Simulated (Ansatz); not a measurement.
Wanted: the native input for an Ansatz 0.2.0 run.

```yaml
Task: relaxation of cell and atoms
Functional: revPBE
Potentials_or_basis: all-electron LAPW, scalar-relativistic
Basis_error_allowed: 0.001 eV/atom
k_mesh: 10 × 10 × 9
Occupations: fermi-dirac, width 0.05 eV
Spin: no spin polarisation
```

Crystal: WC (Qusongite).

```xyz
2
Lattice="2.9065 0.0000 0.0000 -1.4532 2.5171 0.0000 0.0000 0.0000 2.8366" Properties=species:S:1:pos:R:3 pbc="T T T"
W     0.0000    0.0000    0.0000
C     1.4533    0.8390    1.4183
```

These files were run (other wordings do the same):

input.yaml

```yaml
crystal:
  lattice:
    - [2.9065, 0.0, 0.0]
    - [-1.45325, 2.5171028361, 0.0]
    - [0.0, 0.0, 2.8366]
  atoms:
    - { symbol: W, position: [0.0, 0.0, 0.0] }
    - { symbol: C, position: [0.6666666667, 0.3333333333, 0.5] }
kpoints:
  mp_grid: { grid: [10, 10, 9] }
scf:
  occupations: { method: fermi_dirac, width: 0.05 }
hamiltonian:
  xc: revpbe
  pseudopotentials: { kind: all_electron, lapw: { basis_error: 0.001 } }
output:
  forces: true
  stress: true
relax:
  f_tol: 0.01
  max_steps: 60
  cell: {}
```

Potentials or basis: all-electron LAPW, scalar-relativistic.

Launch:

```bash
$ ansatz run input.yaml --threads 1 --pin off --max-ram 3072MiB --backend cpu --events-out ev --progress --plain --runs-dir out
```

Results of the run:

| Property | Result |
| --- | --- |
| Relaxed volume | 10.62 Å³/atom |
| Relaxed cell | a = 2.931 Å, b = 2.931 Å, c = 2.853 Å, α = 90.00°, β = 90.00°, γ = 120.00° |
| Space group after relaxing (to 0.05 Å) | P-6m2 (No. 187) |
| Energy gained by relaxing | 6.5 meV/atom |
| Ionic steps | 5 |
| Pressure after relaxing | 0.0 GPa |

It took 2.8 min on 1 thread of Intel(R) Xeon(R) Processor @ 2.50GHz (Skylake/Cascade Lake), with other jobs on the host, peak memory 0.39 GiB.
